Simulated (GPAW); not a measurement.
# CdS (Fm-3m) in GPAW: a series of runs

Aim: see how the results for CdS move with the level of theory and the settings. Levels: WC, mBEEF, vdW-DF-cx. Tasks: phonons, Fermi surface, density of states.

All numbers are computed with GPAW 26.7.0; they aren't measurements. Logs are shortened: lines on timing, memory, paths and dates and some standing lists are left out, and cuts for length are marked. The log counts tension as positive stress, the text compression.

## 1. Starting point

It takes space group Fm-3m (No. 225, cubic). Conventional cell: a = 5.506 Å, b = 5.506 Å, c = 5.506 Å, α = 90.00°, β = 90.00°, γ = 90.00°. Cd (site symmetry m-3m) is surrounded by 6 S at 2.75 Å. S (site symmetry m-3m) has 6 Cd at 2.75 Å as nearest neighbours.

Measurements of this composition are mostly on another form, of space group No. 186.

## 2. Phonons, WC

The input, run.py:

```python
import json
import numpy as np
from ase import Atoms
from ase.constraints import FixSymmetry
from ase.filters import FrechetCellFilter
from ase.io import write
from ase.optimize import BFGS
from ase.spacegroup import crystal
from phonopy import Phonopy
from phonopy.structure.atoms import PhonopyAtoms
from gpaw import GPAW, PW, setup_paths

setup_paths.insert(0, '.')

# Cd 4a
# S 4b
atoms = crystal(['Cd', 'S'],
                basis=[[0.0, 0.0, 0.0],
                       [0.5, 0.0, 0.0]],
                spacegroup=225, setting=1,  # Fm-3m
                cellpar=[5.506488, 5.506488, 5.506488, 90.0, 90.0, 90.0],
                primitive_cell=True)

calc = GPAW(mode=PW(600),
            xc='WC',
            kpts={'size': (8, 8, 8), 'gamma': True},
            occupations={'name': 'fermi-dirac', 'width': 0.05},
            nbands=18,
            convergence={'density': 1e-06, 'eigenstates': 1e-09},
            maxiter=150,
            txt='gpaw.txt')
atoms.calc = calc
atoms.set_constraint(FixSymmetry(atoms))
BFGS(FrechetCellFilter(atoms), trajectory='relax.traj', logfile='-').run(fmax=0.005, steps=40)
atoms.set_constraint()
energy = atoms.get_potential_energy()
forces = atoms.get_forces()
stress = atoms.get_stress()
calc.write('gs.gpw')
write('result.traj', atoms)
print('Cell:', atoms.cell.cellpar().round(4))
print(atoms.get_scaled_positions().round(5))

def force_constants(scale):
    unit = PhonopyAtoms(symbols=atoms.get_chemical_symbols(), cell=atoms.cell[:] * scale**(1 / 3),
                        scaled_positions=atoms.get_scaled_positions())
    ph = Phonopy(unit, supercell_matrix=np.diag([1, 1, 1]), primitive_matrix=np.eye(3), symprec=1e-4)
    ph.generate_displacements(distance=0.03)
    forces = []
    for i, sc in enumerate(ph.supercells_with_displacements):
        a = Atoms(sc.symbols, cell=sc.cell, scaled_positions=sc.scaled_positions, pbc=True)
        c = GPAW(mode=PW(510),
                 xc='WC',
                 kpts={'size': (8, 8, 8), 'gamma': True},
                 occupations={'name': 'fermi-dirac', 'width': 0.05},
                 nbands=18,
                 convergence={'density': 1e-06, 'eigenstates': 1e-09},
                 maxiter=150,
                 txt=f'disp-{scale:.3f}-{i:02d}.txt')
        a.calc = c
        f = a.get_forces()
        forces.append(f - f.mean(axis=0))
        print(f'displacement {i}: drift', f.mean(axis=0).round(5), flush=True)
    ph.forces = forces
    ph.produce_force_constants()
    ph.symmetrize_force_constants()
    return ph

qpoints = [[0.0, 0.0, 0.0]]
results = {}
for scale in [1.0]:
    ph = force_constants(scale)
    ph.run_qpoints(qpoints)
    nu = ph.qpoints.frequencies * 33.35641  # THz to cm^-1
    results[f'{scale:.3f}'] = nu.tolist()
    for qp, f in zip(qpoints, nu):
        print(scale, np.round(qp, 4), f.round(2))
json.dump(results, open('phonons.json', 'w'))
```

Potentials or basis: PAW data sets generated in the run's folder for this functional, pw.

Launch:

```
$ gpaw-setup -f WC Cd S
$ OMP_NUM_THREADS=1 python run.py
```

gpaw.txt:

```text
__  _  _
 | _ |_)|_||  |
 |__||  | ||/\| - 26.7.0

Input parameters:
  mode=PW(ecut=600.0),
  convergence={'density': 1e-06, 'eigenstates': 1e-09},
  kpts=MonkhorstPack(size=(8, 8, 8), gamma=True),
  maxiter=150,
  nbands=18,
  occupations=Occupations(name='fermi-dirac', width=0.05),
  xc=XC(name='WC')

Diagonalizing LCAO Hamiltonian
Converting LCAO to pw mode

                S

       Cd

Atoms  # Å, Bohr magnetons
|   | symbol |        x |        y |        z |    initial magnetic moments |
|---|--------|----------|----------|----------|-----------------------------|
| 0 |     Cd | 0.000000 | 0.000000 | 0.000000 | ( 0.0000,  0.0000,  0.0000) |
| 1 |      S | 2.753244 | 2.753244 | 2.753244 | ( 0.0000,  0.0000,  0.0000) |

Unit cell  # Å
| periodic |        x |        y |        z |  lengths |    angles |
|----------|----------|----------|----------|----------|-----------|
|      yes | 0.000000 | 2.753244 | 2.753244 | 3.893675 | 60.000000 |
|      yes | 2.753244 | 0.000000 | 2.753244 | 3.893675 | 60.000000 |
|      yes | 2.753244 | 2.753244 | 0.000000 | 3.893675 | 60.000000 |

Number of symmetries: 48
Symmetry operations  # r_c * U_cc + t_c -> r_c
|    | kind |            matrix            |
|----|------|------------------------------|
|  0 |  σ   |  1, 0, 0,  1, 0,-1,  1,-1, 0 |
|  1 |  C2  |  1, 0, 0,  1,-1, 0,  1, 0,-1 |
|  2 |  E   |  1, 0, 0,  0, 1, 0,  0, 0, 1 |
|  3 |  σ   |  1, 0, 0,  0, 0, 1,  0, 1, 0 |
|  4 |  C4  |  1, 0,-1,  1, 0, 0,  1,-1, 0 |
|  5 |  S6  |  1, 0,-1,  1,-1, 0,  1, 0, 0 |
|  6 |  σ   |  1, 0,-1,  0, 1,-1,  0, 0,-1 |
|  7 |  C3  |  1, 0,-1,  0, 0,-1,  0, 1,-1 |
|  8 |  S6  |  1,-1, 0,  1, 0, 0,  1, 0,-1 |
[... 171 lines left out ...]
SCF iterations
|iter     | |      energy | eigst |  dens |
|---------|-|-------------|-------|-------|
|iter:   1| |   -7.241806 | -0.53 |       |
|iter:   2| |   -7.126415 | -2.35 | -1.14 |
|iter:   3| |   -6.722837 | -1.53 | -1.18 |
|iter:   4| |   -6.718521 | -3.65 | -1.78 |
|iter:   5| |   -6.717632c| -4.12 | -2.25 |
|iter:   6| |   -6.717650c| -5.93 | -3.17 |
|iter:   7| |   -6.717652c| -6.82 | -3.64 |
|iter:   8| |   -6.717653c| -8.90 | -4.68 |
|iter:   9| |   -6.717653c| -9.32c| -5.66 |
|iter:  10| |   -6.717653c| -9.85c| -6.13c|

Converged in 10 steps
Energy contributions relative to reference atoms: (reference = -163004.081753)

Energy contributions:
  Kinetic:          13.329908
  Coulomb:         -12.016319
  Zero:              0.135273
  External:          0.000000
  Xc:               -8.165509
  Entropy:          -0.002009
  Spinorbit:         0.000000
  ----------------------------
  Free energy:      -6.718657
  Extrapolated:     -6.717653
[... 29 lines left out ...]
Stress tensor  # eV/Ang^3
|        x |        y |        z |
|----------|----------|----------|
| 0.028049 | 0.000000 | 0.000000 |
| 0.000000 | 0.028049 | 0.000000 |
| 0.000000 | 0.000000 | 0.028049 |

Forces  # eV/Ang
|        x |       y |        z |
|----------|---------|----------|
| -0.00000 | 0.00000 | -0.00000 |  # Cd   0
| -0.00000 | 0.00000 | -0.00000 |  # S    1

Interpolating wave functions to new cell

                S

       Cd

Atoms  # Å, Bohr magnetons
|   | symbol |        x |        y |        z |    initial magnetic moments |
|---|--------|----------|----------|----------|-----------------------------|
| 0 |     Cd | 0.000000 | 0.000000 | 0.000000 | ( 0.0000,  0.0000,  0.0000) |
| 1 |      S | 2.741756 | 2.741756 | 2.741756 | ( 0.0000,  0.0000,  0.0000) |

Unit cell  # Å
| periodic |         x |         y |        z |  lengths |    angles |
|----------|-----------|-----------|----------|----------|-----------|
|      yes | -0.000000 |  2.741756 | 2.741756 | 3.877428 | 60.000000 |
|      yes |  2.741756 | -0.000000 | 2.741756 | 3.877428 | 60.000000 |
|      yes |  2.741756 |  2.741756 | 0.000000 | 3.877428 | 60.000000 |

Number of symmetries: 48
Symmetry operations  # r_c * U_cc + t_c -> r_c
|    | kind |            matrix            |
|----|------|------------------------------|
|  0 |  σ   |  1, 0, 0,  1, 0,-1,  1,-1, 0 |
|  1 |  C2  |  1, 0, 0,  1,-1, 0,  1, 0,-1 |
|  2 |  E   |  1, 0, 0,  0, 1, 0,  0, 0, 1 |
|  3 |  σ   |  1, 0, 0,  0, 0, 1,  0, 1, 0 |
|  4 |  C4  |  1, 0,-1,  1, 0, 0,  1,-1, 0 |
|  5 |  S6  |  1, 0,-1,  1,-1, 0,  1, 0, 0 |
|  6 |  σ   |  1, 0,-1,  0, 1,-1,  0, 0,-1 |
|  7 |  C3  |  1, 0,-1,  0, 0,-1,  0, 1,-1 |
|  8 |  S6  |  1,-1, 0,  1, 0, 0,  1, 0,-1 |
[... 171 lines left out ...]
SCF iterations
|iter     | |      energy | eigst |  dens |
|---------|-|-------------|-------|-------|
|iter:   1| |   -6.739360 | -2.04 |       |
|iter:   2| |   -6.737687 | -4.64 | -2.00 |
|iter:   3| |   -6.730689c| -3.57 | -2.04 |
|iter:   4| |   -6.730710c| -4.85 | -2.88 |
|iter:   5| |   -6.730747c| -5.46 | -3.22 |
|iter:   6| |   -6.730744c| -7.07 | -4.11 |
|iter:   7| |   -6.730744c| -8.82 | -4.70 |
|iter:   8| |   -6.730744c| -9.37c| -5.06 |
|iter:   9| |   -6.730744c|-10.48c| -6.23c|

Converged in 9 steps
Energy contributions relative to reference atoms: (reference = -163004.081753)

Energy contributions:
  Kinetic:          14.130165
  Coulomb:         -12.634859
  Zero:              0.133397
  External:          0.000000
  Xc:               -8.358447
  Entropy:          -0.001999
  Spinorbit:         0.000000
  ----------------------------
  Free energy:      -6.731743
  Extrapolated:     -6.730744
[... 26 lines left out ...]
No gap
No difference between direct/indirect transitions

Stress tensor  # eV/Ang^3
|         x |         y |         z |
|-----------|-----------|-----------|
|  0.022928 |  0.000000 | -0.000000 |
|  0.000000 |  0.022928 | -0.000000 |
| -0.000000 | -0.000000 |  0.022928 |

Forces  # eV/Ang
|       x |        y |       z |
|---------|----------|---------|
| 0.00000 | -0.00000 | 0.00000 |  # Cd   0
| 0.00000 | -0.00000 | 0.00000 |  # S    1

Interpolating wave functions to new cell

               S

       Cd

Atoms  # Å, Bohr magnetons
|   | symbol |        x |        y |        z |    initial magnetic moments |
|---|--------|----------|----------|----------|-----------------------------|
| 0 |     Cd | 0.000000 | 0.000000 | 0.000000 | ( 0.0000,  0.0000,  0.0000) |
| 1 |      S | 2.694161 | 2.694161 | 2.694161 | ( 0.0000,  0.0000,  0.0000) |

Unit cell  # Å
| periodic |         x |        y |        z |  lengths |    angles |
|----------|-----------|----------|----------|----------|-----------|
|      yes | -0.000000 | 2.694161 | 2.694161 | 3.810119 | 60.000000 |
|      yes |  2.694161 | 0.000000 | 2.694161 | 3.810119 | 60.000000 |
|      yes |  2.694161 | 2.694161 | 0.000000 | 3.810119 | 60.000000 |

Number of symmetries: 48
Symmetry operations  # r_c * U_cc + t_c -> r_c
|    | kind |            matrix            |
|----|------|------------------------------|
|  0 |  σ   |  1, 0, 0,  1, 0,-1,  1,-1, 0 |
|  1 |  C2  |  1, 0, 0,  1,-1, 0,  1, 0,-1 |
|  2 |  E   |  1, 0, 0,  0, 1, 0,  0, 0, 1 |
|  3 |  σ   |  1, 0, 0,  0, 0, 1,  0, 1, 0 |
|  4 |  C4  |  1, 0,-1,  1, 0, 0,  1,-1, 0 |
|  5 |  S6  |  1, 0,-1,  1,-1, 0,  1, 0, 0 |
|  6 |  σ   |  1, 0,-1,  0, 1,-1,  0, 0,-1 |
|  7 |  C3  |  1, 0,-1,  0, 0,-1,  0, 1,-1 |
|  8 |  S6  |  1,-1, 0,  1, 0, 0,  1, 0,-1 |
[... 171 lines left out ...]
SCF iterations
|iter     | |      energy | eigst |  dens |
|---------|-|-------------|-------|-------|
|iter:   1| |   -6.906153 | -0.84 |       |
|iter:   2| |   -6.876715 | -3.45 | -1.38 |
|iter:   3| |   -6.752232 | -2.32 | -1.43 |
|iter:   4| |   -6.752506 | -3.60 | -2.25 |
|iter:   5| |   -6.753084c| -4.16 | -2.60 |
|iter:   6| |   -6.753075c| -6.17 | -3.77 |
|iter:   7| |   -6.753077c| -7.63 | -4.17 |
|iter:   8| |   -6.753077c| -8.30 | -4.55 |
|iter:   9| |   -6.753077c| -9.25c| -5.64 |
|iter:  10| |   -6.753077c| -9.75c| -6.07c|

Converged in 10 steps
Energy contributions relative to reference atoms: (reference = -163004.081753)

Energy contributions:
  Kinetic:          17.796271
  Coulomb:         -15.468904
  Zero:              0.124877
  External:          0.000000
  Xc:               -9.204329
  Entropy:          -0.001984
  Spinorbit:         0.000000
  ----------------------------
  Free energy:      -6.754069
  Extrapolated:     -6.753077
[... 26 lines left out ...]
No gap
No difference between direct/indirect transitions

Stress tensor  # eV/Ang^3
|         x |         y |         z |
|-----------|-----------|-----------|
| -0.002345 |  0.000000 |  0.000000 |
|  0.000000 | -0.002345 | -0.000000 |
|  0.000000 | -0.000000 | -0.002345 |

Forces  # eV/Ang
|        x |        y |        z |
|----------|----------|----------|
| -0.00000 |  0.00000 | -0.00000 |  # Cd   0
|  0.00000 | -0.00000 |  0.00000 |  # S    1
[... 7 lines left out ...]
Atoms  # Å, Bohr magnetons
|   | symbol |        x |        y |        z |    initial magnetic moments |
|---|--------|----------|----------|----------|-----------------------------|
| 0 |     Cd | 0.000000 | 0.000000 | 0.000000 | ( 0.0000,  0.0000,  0.0000) |
| 1 |      S | 2.698338 | 2.698338 | 2.698338 | ( 0.0000,  0.0000,  0.0000) |

Unit cell  # Å
| periodic |         x |        y |        z |  lengths |    angles |
|----------|-----------|----------|----------|----------|-----------|
|      yes | -0.000000 | 2.698338 | 2.698338 | 3.816026 | 60.000000 |
|      yes |  2.698338 | 0.000000 | 2.698338 | 3.816026 | 60.000000 |
|      yes |  2.698338 | 2.698338 | 0.000000 | 3.816026 | 60.000000 |

Number of symmetries: 48
Symmetry operations  # r_c * U_cc + t_c -> r_c
|    | kind |            matrix            |
|----|------|------------------------------|
|  0 |  σ   |  1, 0, 0,  1, 0,-1,  1,-1, 0 |
|  1 |  C2  |  1, 0, 0,  1,-1, 0,  1, 0,-1 |
|  2 |  E   |  1, 0, 0,  0, 1, 0,  0, 0, 1 |
|  3 |  σ   |  1, 0, 0,  0, 0, 1,  0, 1, 0 |
|  4 |  C4  |  1, 0,-1,  1, 0, 0,  1,-1, 0 |
|  5 |  S6  |  1, 0,-1,  1,-1, 0,  1, 0, 0 |
|  6 |  σ   |  1, 0,-1,  0, 1,-1,  0, 0,-1 |
|  7 |  C3  |  1, 0,-1,  0, 0,-1,  0, 1,-1 |
|  8 |  S6  |  1,-1, 0,  1, 0, 0,  1, 0,-1 |
[... 171 lines left out ...]
SCF iterations
|iter     | |      energy | eigst |  dens |
|---------|-|-------------|-------|-------|
|iter:   1| |   -6.754579 | -2.83 |       |
|iter:   2| |   -6.754349 | -5.47 | -2.44 |
|iter:   3| |   -6.753333c| -4.47 | -2.48 |
|iter:   4| |   -6.753331c| -5.74 | -3.31 |
|iter:   5| |   -6.753332c| -6.30 | -3.66 |
|iter:   6| |   -6.753333c| -8.17 | -4.75 |
|iter:   7| |   -6.753333c| -9.69c| -5.21 |
|iter:   8| |   -6.753333c| -9.30c| -5.56 |
|iter:   9| |   -6.753333c|-10.27c| -6.68c|

Converged in 9 steps
Energy contributions relative to reference atoms: (reference = -163004.081753)

Energy contributions:
  Kinetic:          17.450465
  Coulomb:         -15.201469
  Zero:              0.125633
  External:          0.000000
  Xc:               -9.126970
  Entropy:          -0.001984
  Spinorbit:         0.000000
  ----------------------------
  Free energy:      -6.754325
  Extrapolated:     -6.753333
[... 29 lines left out ...]
Stress tensor  # eV/Ang^3
|        x |        y |        z |
|----------|----------|----------|
| 0.000159 | 0.000000 | 0.000000 |
| 0.000000 | 0.000159 | 0.000000 |
| 0.000000 | 0.000000 | 0.000159 |

Forces  # eV/Ang
|       x |        y |        z |
|---------|----------|----------|
| 0.00000 | -0.00000 | -0.00000 |  # Cd   0
| 0.00000 | -0.00000 | -0.00000 |  # S    1

# Writing to gs.gpw (mode='')
```

It took 92 s on 1 thread of Arm Neoverse V2, shared host; peak memory 0.31 GiB.

Results:

- Free energy: -6.7543 eV
- Relaxed volume: 19.65 Å³/atom
- Relaxed cell: a = 3.816 Å, b = 3.816 Å, c = 3.816 Å, α = 60.00°, β = 60.00°, γ = 60.00°
- Space group after relaxing (to 0.05 Å): Fm-3m (No. 225)
- Pressure after relaxing: 0.0 GPa
- Band gap on the k mesh: none (metal or under the smearing width)
- Highest phonon frequency at Γ: 145 cm⁻¹

Final structure:
```xyz
2
Lattice="0.0000 2.6983 2.6983 2.6983 0.0000 2.6983 2.6983 2.6983 0.0000" Properties=species:S:1:pos:R:3 pbc="T T T"
Cd    0.0000    0.0000    0.0000
S     2.6983    2.6983    2.6983
```

Phonon frequencies in cm⁻¹ (negative: imaginary):
```tsv
q point	frequencies
(0.000, 0.000, 0.000)	0 0 0 145 145 145
```

Caveat: the cutoff is short for stress and forces, so pressures can be off by a GPa or more.

(Continued in part 2 of 2.)
